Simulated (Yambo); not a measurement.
## BAs in Yambo: convergence with bands in self energy

BAs:

```
As B
1.0
     0.00000    2.38850    2.38850
     2.38850    0.00000    2.38850
     2.38850    2.38850    0.00000
As B
1 1
Cartesian
  3.5827 3.5827 3.5827
  0.0000 0.0000 0.0000
```

| Property | Result |
| --- | --- |
| Program | Yambo 5.3.0 |
| Task | G0W0 quasiparticle levels |
| Functional | PBE |
| Potentials or basis | PseudoDojo 0.4 SR PBE stringent |
| Cutoff | 1415 eV |
| Density cutoff | 5660 eV |
| k mesh | 6 × 6 × 6 |
| Occupations | fixed |
| Spin | no spin polarisation |
| k mesh of the self-consistent run | 10 × 10 × 10 |
| Random integration of the Coulomb term | yes |
| Direction of the field or of q to 0 | x + y + z |
| Broadening | 0.1 eV |
| States corrected | Γ and the k points of the band edges |
| Frequency dependence of W | plasmon pole |
| Terminator of the band sum in the self-energy | none |
| Quasiparticle equation | linearised (Newton) |
| Imaginary frequency of the plasmon-pole fit | 27.2114 eV |
| Bands in the response | 313 |
| Bands in the self-energy | 33 |
| Cutoff of the response matrix | 12 Ry |
| Cutoff of exchange and Vxc | 104 Ry |
| Bands corrected (first, last) | [13, 14] |

These are the settings of the first run; the series varies bands in self energy, with any setting tied to it.

Q: The values tried are 33, 53, 93, 313, loosest first. From which on does the quasiparticle gap at the points computed stay within 0.05 eV of the tightest run that finished?

A: From 93 on.

| bands in self energy | quasiparticle gap at the points computed (eV) |
| --- | --- |
| 33 | 1.645 |
| 53 | 1.718 |
| 93 | 1.774 |
| 313 | 1.810 |

The tightest run that finished is the yardstick and may itself not be fully converged.

Caveat, for the tightest run too: this k mesh misses the band edges, so its gaps are larger than the crystal's; this version prints the column dSc/dw multiplied by 27.2; the quasiparticle gap listed is the Kohn-Sham gap on the denser mesh of the self-consistent run plus the correction found on the GW mesh, so it differs from the gap in the log.
